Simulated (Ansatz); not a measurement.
Set up this calculation in Ansatz 0.2.0, as the native input.

```
Task                : single point
Functional          : PBE
Potentials or basis : Ansatz PAW
Cutoff              : 420 eV (not typed: the program's choice for these potentials)
k mesh              : 9 × 6 × 5
Occupations         : fermi-dirac, width 0.05 eV
Spin                : no spin polarisation
```

Crystal: SnO2.

```
Sn O
1.0
     3.02327   -0.03023    0.00000
    -0.04965    4.96468    0.00000
     0.00000    0.00000    5.97696
Sn O
1 2
Cartesian
  1.4868 2.4672 0.0000
  -0.0248 2.4823 4.6364
  -0.0248 2.4823 1.3405
```

The cell was built by a generator and needn't be a form met in nature.

The cell isn't the ideal one: strained by -2 %.

These files were run (other wordings do the same):

input.yaml

```yaml
crystal:
  lattice:
    - [3.02327, -0.0302327, 0.0]
    - [-0.0496468, 4.96468, 0.0]
    - [0.0, 0.0, 5.97696]
  atoms:
    - { symbol: Sn, position: [0.5, 0.5, 0.0] }
    - { symbol: O, position: [0.0, 0.5, 0.77572] }
    - { symbol: O, position: [0.0, 0.5, 0.22428] }
hamiltonian:
  xc: pbe
  pseudopotentials: { kind: paw }
kpoints:
  mp_grid: { grid: [9, 6, 5] }
scf:
  occupations: { method: fermi_dirac, width: 0.05 }
output:
  forces: true
  stress: true
  eigenvalues: true
  write_density: true
  write_potential: true
  elf: true
  volumetric_format: npy
```

Potentials or basis: Ansatz PAW.

Launch:

```console
$ ansatz run input.yaml --threads 2 --pin off --max-ram 5632MiB --backend cpu --events-out ev --progress --plain --runs-dir out
```

It gave:

* Pressure: 0.5 GPa
* Band gap on the k mesh: 1.31 eV, indirect (least direct gap 1.86 eV)

Caveat: odd divisions of the mesh miss points on the zone boundary, where band edges often lie, so the gap on the mesh can be too wide; the pressure holds a Pulay correction of +0.3 GPa for the finite cutoff; spin-orbit coupling is left out, which moves the levels of the heavy elements.

It took 4.2 s on 2 threads of Arm Neoverse V2 (shared host), peak memory 0.4 GiB.
